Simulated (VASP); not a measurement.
A run of VASP 6.6.1 is set up as follows.

File POSCAR:

```
GaSb
1.0
    0.0000000000      3.0590000000      3.0590000000
    3.0590000000      0.0000000000      3.0590000000
    3.0590000000      3.0590000000      0.0000000000
Ga Sb
1 1
Direct
    0.0000000000      0.0000000000      0.0000000000
    0.7500000000      0.7500000000      0.7500000000
```

Contents of INCAR.step1:

```
PREC     = Accurate       # precision mode
ENCUT    = 520            # plane-wave cutoff, eV
ISMEAR   = 0              # smearing method
SIGMA    = 0.05           # smearing width, eV
LREAL    = False          # projectors in reciprocal space
LASPH    = True           # aspherical terms in the spheres
NELM     = 100            # most SCF steps
NBANDS   = 16             # bands
GGA      = PE             # functional
ALGO     = Normal         # electronic algorithm
EDIFF    = 1E-4           # SCF threshold, eV
LWAVE    = True           # write WAVECAR
LCHARG   = False          # write CHGCAR
```

File INCAR.step2:

```
PREC     = Accurate       # precision mode
ENCUT    = 520            # plane-wave cutoff, eV
EDIFF    = 1E-7           # SCF threshold, eV
ISMEAR   = 0              # smearing method
SIGMA    = 0.05           # smearing width, eV
LREAL    = False          # projectors in reciprocal space
LASPH    = True           # aspherical terms in the spheres
NELM     = 100            # most SCF steps
ALGO     = Normal         # electronic algorithm
ISIF     = 2              # what is computed and relaxed
LWAVE    = False          # write WAVECAR
LCHARG   = True           # write CHGCAR
METAGGA  = R2SCAN         # meta-GGA
LMIXTAU  = True         
LELF     = True           # ELF
LVHAR    = True         
NBANDS   = 16             # bands
ISTART   = 1
```

File KPOINTS:

```
regular mesh
0
Gamma
  10 10 10
```

Potentials or basis: VASP PAW PBE potentials, release 64 (Ga_d, Sb).

Command:

```sh
$ cat potpaw_PBE.64/Ga_d/POTCAR potpaw_PBE.64/Sb/POTCAR > POTCAR
$ cp INCAR.step1 INCAR
$ mpirun -np 1 vasp_std > vasp.out
$ cp INCAR.step2 INCAR
$ mpirun -np 1 vasp_std > vasp.out
```

Q: Predict the pressure.

A: 0.5 GPa.

Q: What does it give for the band gap on the k mesh?

A: 0.45 eV.

Caveat: the PAW data sets were made with another functional, which shifts forces and pressure a little; spin-orbit coupling is left out, which moves the levels of the heavy elements.

**What was measured.**

From a printed reference work, data compilation, for a bulk crystal of GaSb at 4.2 K: band gap 0.811 eV (direct).

A measured gap of GaSb is 0.811 eV (direct; 4.2 K; a printed reference work, data compilation); the calculated 0.45 eV misses it by -0.36 eV. Spin-orbit coupling on Ga, Sb is left out. The value is that of r2SCAN on a finite k mesh, which can miss the band edges, without temperature or zero-point motion.
